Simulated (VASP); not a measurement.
# Mg (P6_3/mmc) in VASP: elastic constants with r2SCAN

Aim: the elastic constants of Mg with r2SCAN.

Everything below comes from runs of VASP 6.6.1. Logs are shortened: lines on timing, memory, paths and dates and some standing lists are left out, and cuts for length are marked.

## Step 1: The crystal as given

Symmetry: P6_3/mmc, No. 194, hexagonal system. Conventional cell: a = 3.209 Å, b = 3.209 Å, c = 5.210 Å, α = 90.00°, β = 90.00°, γ = 120.00°. Around Mg (site symmetry -6m2) lie 12 Mg at 3.20 to 3.21 Å.

## Step 2: Elastic constants, r2SCAN

Contents of POSCAR:

```
Mg
1.0
    3.2093000000      0.0000000000      0.0000000000
   -1.6046500000      2.7793353300      0.0000000000
    0.0000000000      0.0000000000      5.2103000000
Mg
2
Direct
    0.3333333300      0.6666666700      0.2500000000
    0.6666666700      0.3333333300      0.7500000000
```

Contents of INCAR.step1:

```
SYSTEM = Mg
PREC = Accurate ; ENCUT = 600
EDIFF = 1E-8 ; ISMEAR = 0
SIGMA = 0.1 ; LREAL = .False.
LASPH = .True. ; NELM = 100
ALGO = Normal ; ISIF = 3
LWAVE = .False. ; LCHARG = .False.
METAGGA = R2SCAN ; LMIXTAU = .True.
IBRION = 2 ; NSW = 40
EDIFFG = -0.002
```

Contents of INCAR.step2:

```
SYSTEM = Mg
PREC = Accurate ; ENCUT = 600
EDIFF = 1E-8 ; ISMEAR = 0
SIGMA = 0.1 ; LREAL = .False.
LASPH = .True. ; NELM = 100
ALGO = Normal ; ISIF = 3
LWAVE = .False. ; LCHARG = .False.
METAGGA = R2SCAN ; LMIXTAU = .True.
IBRION = 6 ; NFREE = 2
POTIM = 0.015 ; NSW = 1
```

Contents of KPOINTS:

```
Automatic mesh
0
Gamma
  11 11 6
  0 0 0
```

Potentials or basis: VASP PAW PBE potentials, release 64 (Mg).

Launch:

```
$ cat potpaw_PBE.64/Mg/POTCAR > POTCAR
$ cp INCAR.step1 INCAR
$ mpirun -np 1 vasp_std > vasp.out
$ cp CONTCAR POSCAR
$ cp INCAR.step2 INCAR
$ mpirun -np 1 vasp_std > vasp.out
```

OUTCAR:

```text
SYSTEM = Mg
   PREC = Accurate
   ENCUT = 600
   EDIFF = 1E-8
   ISMEAR = 0
   LREAL = .False.
   LASPH = .True.
   NELM = 100
   ISIF = 3
   METAGGA = R2SCAN
   IBRION = 6
   NFREE = 2
   POTIM = 0.015
   NSW = 1

 ion  position               nearest neighbor table
   1  0.333  0.667  0.250-   2 3.16   2 3.16   2 3.16   2 3.16   2 3.16   2 3.16
   2  0.667  0.333  0.750-   1 3.16   1 3.16   1 3.16   1 3.16   1 3.16   1 3.16

  LATTYP: Found a hexagonal cell.
 ALAT       =     3.1729525017
 C/A-ratio  =     1.6205859559

  Lattice vectors:

 A1 = (   3.1729525017,   0.0000000000,   0.0000000000)
 A2 = (  -1.5864762509,   2.7478574731,   0.0000000000)
 A3 = (   0.0000000000,   0.0000000000,   5.1420422629)

Analysis of symmetry for initial positions (statically):
=====================================================================
 Subroutine PRICEL returns:
 Original cell was already a primitive cell.

 Routine SETGRP: Setting up the symmetry group for a
 hexagonal supercell.

 Subroutine GETGRP returns: Found 24 space group operations
 (whereof 12 operations were pure point group operations)
 out of a pool of 24 trial point group operations.

The static configuration has the point symmetry D_3d.
 The point group associated with its full space group is D_6h.

Analysis of symmetry for dynamics (positions and initial velocities):
=====================================================================
 Subroutine PRICEL returns:
 Original cell was already a primitive cell.

 Routine SETGRP: Setting up the symmetry group for a
 hexagonal supercell.

 Subroutine GETGRP returns: Found 24 space group operations
 (whereof 12 operations were pure point group operations)
 out of a pool of 24 trial point group operations.

The dynamic configuration has the point symmetry D_3d.
 The point group associated with its full space group is D_6h.

 Subroutine INISYM returns: Found 24 space group operations
 (whereof 12 operations are pure point group operations),
 and found     1 'primitive' translations

----------------------------------------------------------------------------------------

                                     Primitive cell

  volume of cell :      44.8325

  direct lattice vectors                    reciprocal lattice vectors
     3.172952502  0.000000000  0.000000000     0.315163873  0.181959947  0.000000000
    -1.586476251  2.747857473  0.000000000     0.000000000  0.363919894  0.000000000
     0.000000000  0.000000000  5.142042263     0.000000000  0.000000000  0.194475259

  length of vectors
     3.172952502  3.172952503  5.142042263     0.363919894  0.363919894  0.194475259

  position of ions in fractional coordinates (direct lattice)
     0.333333330  0.666666670  0.250000000
     0.666666670  0.333333330  0.750000000

  ion indices of the primitive-cell ions
   primitive index   ion index
                 1           1
                 2           2

----------------------------------------------------------------------------------------

 KPOINTS: Automatic mesh

Automatic generation of k-mesh.
 Grid dimensions read from file:
 generate k-points for:   11   11    6

 Generating k-lattice:

  Cartesian coordinates                     Fractional coordinates (reciprocal lattice)
     0.028651261  0.016541813  0.000000000     0.090909091 -0.000000000  0.000000000
     0.000000000  0.033083627  0.000000000     0.000000000  0.090909091  0.000000000
     0.000000000  0.000000000  0.032412543     0.000000000  0.000000000  0.166666667

  Length of vectors
     0.033083627  0.033083627  0.032412543

  Shift w.r.t. Gamma in fractional coordinates (k-lattice)
     0.000000000  0.000000000  0.000000000

 Subroutine IBZKPT returns following result:
 ===========================================
[... 70 lines left out ...]
  Fermi-wavevector in a.u.,A,eV,Ry     =   0.731527  1.382386  7.280909  0.535132
  Thomas-Fermi vector in A             =   1.823766
   LORBIT       =      0    0 simple, 1 ext, 2 COOP (PROOUT), +10 PAW based schemes
   METAGGA = R2SCAN    functional components
   LHFCALC =     F    Hartree Fock is set to
   AEXX    =    0.0000 exact exchange contribution
   IVDW    =     0    specifies the selected vdW correction
   LEPSILON=     F    determine dielectric tensor
   LRPA    =     F    only Hartree local field effects (RPA)
 finite differences with symmetry
 non-spin polarized calculation
 Gauss-broadening in eV      SIGMA  =   0.10
  energy-cutoff  :      600.00
  volume of cell :       44.83
 maximum number of plane-waves:      1520
 NGX is ok and might be reduce to    28
   NGX = 13   NGY = 13   NGZ = 21

--------------------------------------- Ionic step        1  -------------------------------------------

 number of electron       4.0000000 magnetization

 Free energy of the ion-electron system (eV)
  ---------------------------------------------------
  ext. energy  EPLUGINS =         0.00000000
  ---------------------------------------------------
  free energy    TOTEN  =        -8.31735182 eV

  energy without entropy =       -8.31603526  energy(sigma->0) =       -8.31669354

------------------------ aborting loop because EDIFF is reached ----------------------------------------

  FORCE on cell =-STRESS in cart. coord.  units (eV):
  Direction    XX          YY          ZZ          XY          YZ          ZX
  --------------------------------------------------------------------------------------
  -------------------------------------------------------------------------------------
  Total        0.0013018      0.0013018     -0.0015454      0.0000000      0.0000000      0.0000000
  in kB        0.0465226      0.0465226     -0.0552265      0.0000000      0.0000000      0.0000000
  external PRESSURE =       0.0126063 kB  Pullay stress =       0.0000000 kB
[... 89 lines left out ...]
  FREE ENERGIE OF THE ION-ELECTRON SYSTEM (eV)
  ---------------------------------------------------
  free  energy   TOTEN  =        -8.3137393363 eV

  energy  without entropy=       -8.3121384988  energy(sigma->0) =       -8.31293892

[... ionic steps 4 to 14 ...]

--------------------------------------- Ionic step       15  -------------------------------------------

 number of electron       4.0000000 magnetization

------------------------ aborting loop because EDIFF is reached ----------------------------------------
[... 67 lines left out ...]
--------------------------------------- Ionic step       17  -------------------------------------------

 number of electron       4.0000000 magnetization

 Free energy of the ion-electron system (eV)
  ---------------------------------------------------
  ext. energy  EPLUGINS =         0.00000000
  ---------------------------------------------------
  free energy    TOTEN  =        -8.31699630 eV

  energy without entropy =       -8.31567880  energy(sigma->0) =       -8.31633755

 E-fermi :   2.7628     XC(G=0):  -9.1167

 val. band max:        2.7213159190   @ k =   0.1818   0.0909   0.0000
 cond. band min:       2.7825073123   @ k =   0.1818   0.1818   0.0000
 fundamental gap:      0.0611913933
 Fermi energy:         2.7628131065

 k-point     1 :       0.0000    0.0000    0.0000
  band No.  band energies     occupation
      1      -4.7239      2.00000
      2       0.8344      2.00000
      3       1.5957      2.00000
      4      14.5949      0.00000
      5      14.5949      0.00000
      6      14.7978      0.00000
[... 199 lines left out ...]
 k-point    24 :       0.1818    0.0909    0.1667
  band No.  band energies     occupation
      1      -3.3338      2.00000
      2       0.5632      2.00000
      3       4.3943      0.00000
      4       7.8351      0.00000
      5       9.5436      0.00000
      6      11.5523      0.00000

 [... further k-points ...]

------------------------ aborting loop because EDIFF is reached ----------------------------------------

  FORCE on cell =-STRESS in cart. coord.  units (eV):
  Direction    XX          YY          ZZ          XY          YZ          ZX
  --------------------------------------------------------------------------------------
  -------------------------------------------------------------------------------------
  Total        0.0018539      0.0018539      0.0002891      0.0000000      0.0000000      0.0000000
  in kB        0.0662516      0.0662516      0.0103316      0.0000000      0.0000000      0.0000000
  external PRESSURE =       0.0476116 kB  Pullay stress =       0.0000000 kB
[... 17 lines left out ...]
  FREE ENERGIE OF THE ION-ELECTRON SYSTEM (eV)
  ---------------------------------------------------
  free  energy   TOTEN  =        -8.3169962980 eV

  energy  without entropy=       -8.3156787995  energy(sigma->0) =       -8.31633755

 INTERNAL STRAIN TENSORS FROM STRAINED CELLS
 ============================================

 INTERNAL STRAIN TENSOR FOR ION    1 for displacements in x,y,z  (eV/Angst):
          X           Y           Z          XY          YZ          ZX
  --------------------------------------------------------------------------------
  x     0.00000     0.00000    -0.00000    -1.10869     0.00000     0.00000
  y    -1.09802     1.08140    -0.00000     0.00002    -0.00000     0.00000
  z     0.00000     0.00000     0.00000     0.00000     0.00500     0.00000

 INTERNAL STRAIN TENSORS FROM DISPLACED ATOMS
 ============================================

 INTERNAL STRAIN TENSOR FOR ION    1 for displacements in x,y,z  (eV/Angst):
          X           Y           Z          XY          YZ          ZX
  --------------------------------------------------------------------------------
  x     0.00000     0.00000     0.00000    -1.12212     0.00000     0.00000
  y    -1.12212     1.12212     0.00000     0.00000     0.00000     0.00000
  z     0.00000     0.00000     0.00000     0.00000    -0.00000     0.00000

 INTERNAL STRAIN TENSOR FOR ION    2 for displacements in x,y,z  (eV/Angst):
          X           Y           Z          XY          YZ          ZX
  --------------------------------------------------------------------------------
  x     0.00000     0.00000     0.00000     1.12212     0.00000     0.00000
  y     1.12212    -1.12212     0.00000     0.00000     0.00000     0.00000
  z    -0.00000     0.00000    -0.00000    -0.00000     0.00000     0.00000

 Eigenvectors and eigenvalues of the dynamical matrix
 ----------------------------------------------------

   1 f  =    7.996113 THz    50.241061 2PiTHz  266.721627 cm-1    33.069252 meV
             X         Y         Z           dx          dy          dz
     -0.000000  1.831905  1.285511    -0.000000   -0.000000    0.707107
      1.586476  0.915952  3.856532     0.000000    0.000000   -0.707107
[... 16 lines left out ...]
   5 f  =    0.000000 THz     0.000000 2PiTHz    0.000000 cm-1     0.000000 meV
             X         Y         Z           dx          dy          dz
     -0.000000  1.831905  1.285511    -0.707107    0.000000    0.000000
      1.586476  0.915952  3.856532    -0.707107   -0.000000    0.000000

   6 f/i=    0.000000 THz     0.000000 2PiTHz    0.000002 cm-1     0.000000 meV
             X         Y         Z           dx          dy          dz
     -0.000000  1.831905  1.285511    -0.000000    0.351254   -0.613694
      1.586476  0.915952  3.856532    -0.000000    0.351254   -0.613694

--------------------------------------------------------------------------------------------------------

 ELASTIC MODULI CONTR FROM IONIC RELAXATION (kBar)
 Direction    XX          YY          ZZ          XY          YZ          ZX
 --------------------------------------------------------------------------------
 XX         -54.0512     54.0512      0.0000      0.0000     -0.0000      0.0000
 YY          54.0512    -54.0512     -0.0000     -0.0000      0.0000      0.0000
 ZZ           0.0000     -0.0000     -0.0000     -0.0000      0.0000      0.0000
 XY           0.0000     -0.0000     -0.0000    -54.0512      0.0000      0.0000
 YZ          -0.0000      0.0000      0.0000      0.0000     -0.0000      0.0000
 ZX           0.0000      0.0000      0.0000      0.0000      0.0000      0.0000
 --------------------------------------------------------------------------------

 TOTAL ELASTIC MODULI (kBar)
 Direction    XX          YY          ZZ          XY          YZ          ZX
 --------------------------------------------------------------------------------
 XX        1038.8882    115.2308     64.7969      0.0000     -0.0000      0.0000
 YY         115.2308   1038.8882     64.7969     -0.0000      0.0000      0.0000
 ZZ          64.7969     64.7969   1078.1580     -0.0000      0.0000      0.0000
 XY           0.0000     -0.0000     -0.0000    461.8287     -0.0000     -0.0000
 YZ           0.0000      0.0000      0.0000      0.0000    470.6701      0.0000
 ZX           0.0000      0.0000      0.0000      0.0000      0.0000    470.6702
 --------------------------------------------------------------------------------
```

Wall time 33 min (1 thread of AMD EPYC 9R45 (Zen 5), shared host); peak memory 0.29 GiB.

Results:

```yaml
Relaxed_volume: 22.42 Å³/atom
Relaxed_cell: a = 3.173 Å, b = 3.173 Å, c = 5.142 Å, α = 90.00°, β = 90.00°, γ = 120.00°
Space_group_after_relaxing_to_0.05_Å: P6_3/mmc (No. 194)
Elastic_constants_C11_C12_C44: 104, 12, 47 GPa
Voigt_bulk_modulus: 41 GPa
Highest_phonon_frequency_at_Γ: 267 cm⁻¹
```

Step by step:
```tsv
step	energy change (eV)	largest force (eV/Å)	pressure (GPa)	volume (Å³)
1	0.0000	0.0000	-1.36	46.47
2	-0.0069	0.0000	-0.29	45.16
3	-0.0072	0.0000	-0.02	44.85
4	-0.0072	0.0000	0.01	44.82
5	-0.0072	0.0000	0.00	44.83
```

Final structure:
```
Mg
1.0
     3.17295    0.00000    0.00000
    -1.58648    2.74786    0.00000
     0.00000    0.00000    5.14204
Mg
2
Cartesian
  0.0000 1.8319 1.2855
  1.5865 0.9160 3.8565
```

Phonon frequencies in cm⁻¹ (negative: imaginary):
```tsv
q point	frequencies
(0.000, 0.000, 0.000)	0 0 0 136 136 267
```

Elastic tensor in Voigt notation (GPa, in the Cartesian axes of the cell as first typed):
```
104  12   6   0   0   0
 12 104   6   0   0   0
  6   6 108   0   0   0
  0   0   0  47   0   0
  0   0   0   0  47   0
  0   0   0   0   0  46
```

Clamped-ion elastic tensor (GPa):
```
109   6   6   0   0   0
  6 109   6   0   0   0
  6   6 108   0   0   0
  0   0   0  47   0   0
  0   0   0   0  47   0
  0   0   0   0   0  52
```

Caveat: the PAW data sets were made with another functional, which shifts forces and pressure a little.
